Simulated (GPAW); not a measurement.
A run of GPAW 26.7.0 is set up as follows.

Contents of run.py:

```python
from ase.dft.bandgap import bandgap
from ase.io import read, write
from gpaw import GPAW, PW
from gpaw.response.df import DielectricFunction

atoms = read('Al.xyz')

calc = GPAW(mode=PW(500),
            xc='PBE',
            kpts={'size': (9, 9, 5), 'gamma': True},
            occupations={'name': 'fermi-dirac', 'width': 0.05},
            nbands=10,
            convergence={'density': 1e-06},
            maxiter=150,
            txt='gpaw.txt')
atoms.calc = calc
energy = atoms.get_potential_energy()
calc.write('gs.gpw')
write('result.traj', atoms)
print(f'Energy: {energy:.6f} eV')
print('Fermi level:', round(calc.get_fermi_level(), 4), 'eV')
print(f'Gap: {bandgap(calc)[0]:.4f} eV, direct: {bandgap(calc, direct=True)[0]:.4f} eV')

dense = calc.fixed_density(kpts={'size': (21, 21, 11), 'gamma': True},
                           nbands=29, convergence={'bands': 23, 'eigenstates': 1e-7},
                           update_fermi_level=True, txt='dense.txt')
dense.write('dense.gpw', mode='all')

df = DielectricFunction('dense.gpw', frequencies={'type': 'nonlinear', 'domega0': 0.05, 'omega2': 10},
                        eta=0.1, ecut=50, nbands=23, rate='eta', txt='df.txt')
for direction in ['x', 'z']:
    df.get_dielectric_function(xc='RPA', direction=direction, filename=f'df_{direction}.csv')
```

The input Al.xyz:

```xyz
2
Lattice="2.8494655872 0.0000000000 0.0000000000 -1.4247327935 2.4677095857 0.0000000000 0.0000000000 0.0000000000 4.9308948445" Properties=species:S:1:pos:R:3 pbc="T T T"
Al    -0.0000000001      1.6451397239      1.2327237111
Al     1.4247327938      0.8225698618      3.6981711334
```

Potentials or basis: GPAW PAW data sets (gpaw-data 1.2.1), pw.

Run with:

```sh
$ OMP_NUM_THREADS=1 python run.py
```

(1) Predict the band gap on the k mesh.

## Answers

(1) none (metal or under the smearing width).

Caveat: the intraband term hangs on this k mesh; the long-wavelength limit can be off by a per cent or two; independent-particle spectra lack excitons.
